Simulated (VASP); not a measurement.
Write the native input for VASP 6.6.1 that does the following.

```yaml
Task: single point
Functional: PBEsol
Potentials_or_basis: VASP PAW PBE potentials, release 64 (Ca_sv, O)
Cutoff: 520 eV
k_mesh: 3 × 3 × 3
Occupations: fermi-dirac, width 0.1 eV
Spin: no spin polarisation
Dipole_correction: no
Further_INCAR_settings: LREAL = Auto; ALGO = Fast; EDIFF = 1e-07; NBANDS = 74
```

The structure of Ca8O7 (a cell with a defect) lies in POSCAR:

```
Ca8O7
1.0
    0.0000000000      5.0276505800      5.0276505800
    5.0276505800      0.0000000000      5.0276505800
    5.0276505800      5.0276505800      0.0000000000
Ca O
8 7
Direct
    0.0159482046     -0.0270319104      0.0172386682
   -0.0272516950      0.0054948130      0.5274049892
    0.0086509592      0.4992214475      0.0098002037
   -0.0321898862      0.4987310594      0.5315143639
    0.5261077630      0.0054743263     -0.0259361700
    0.4900657794      0.0176876850      0.4916293328
    0.5308830551      0.4980056709     -0.0300998444
    0.4824744603      0.5060876764      0.4841971337
    0.2538792185      0.2417660059      0.7614359708
    0.2497427934      0.5885314528      0.2510977006
    0.2450644651      0.7567360618      0.7401296969
    0.7600599801      0.2420007080      0.2545610479
    0.7495512944      0.2414547273      0.7508807424
    0.7390798030      0.7565056361      0.2468176697
    0.7494354351      0.7564416897      0.7507796017
```

One way to write it, as run:

INCAR

```
SYSTEM = Ca8O7
PREC = Accurate
ENCUT = 520
EDIFF = 1E-7
ISMEAR = -1
SIGMA = 0.1
LREAL = Auto
LASPH = .True.
NELM = 100
ALGO = Fast
ISIF = 2
LWAVE = .False.
LCHARG = .False.
GGA = PS
NBANDS = 74
```

KPOINTS

```
regular mesh
0
Gamma
  3 3 3
  0 0 0
```

Potentials or basis: VASP PAW PBE potentials, release 64 (Ca_sv, O).

Command:

```sh
$ cat potpaw_PBE.64/Ca_sv/POTCAR potpaw_PBE.64/O/POTCAR > POTCAR
$ mpirun -np 1 vasp_std > vasp.out
```

Results of the run:

The pressure is -6.7 GPa, the largest force is 1.869 eV/Å and the band gap on the k mesh is 0.67 eV, indirect (least direct gap 0.99 eV).

Caveat: the PAW data sets were made with another functional, which shifts forces and pressure a little.

Run time: 24 min on 1 thread of Intel(R) Xeon(R) Platinum 8488C (Sapphire Rapids), on a shared host, peak memory 0.47 GiB.
